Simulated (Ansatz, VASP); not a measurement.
## One calculation of Hf, two programs

```
Hf
1.0
    -1.72250    1.72250    1.72250
     1.72250   -1.72250    1.72250
     1.72250    1.72250   -1.72250
Hf
1
Direct
  0.00000 0.00000 0.00000
```

Alike in both runs: functional LDA; k mesh 12 × 12 × 12; occupations fermi-dirac, width 0.1 eV; no spin polarisation.

Ansatz relaxed the structure, and its values are those at the end. VASP's run is a single point on that final structure, the one shown.

```csv
,VASP,Ansatz
version,VASP 6.6.1,Ansatz 0.2.0
potentials or method,"VASP PAW LDA potentials, release 64 (Hf_pv)","plane waves (420 eV) with PAW, scalar-relativistic"
plane-wave cutoff (eV),520,420
valence electrons in the cell,10,26
```

```tsv
	VASP	Ansatz	Ansatz less VASP
pressure (GPa)	0.2	0.0	-0.17
```

The two sets of potentials don't hold the same shells in valence. Ansatz warned: «pseudo_functional_mismatch».

The runs have no spin-orbit coupling, so splittings on Hf are missing.
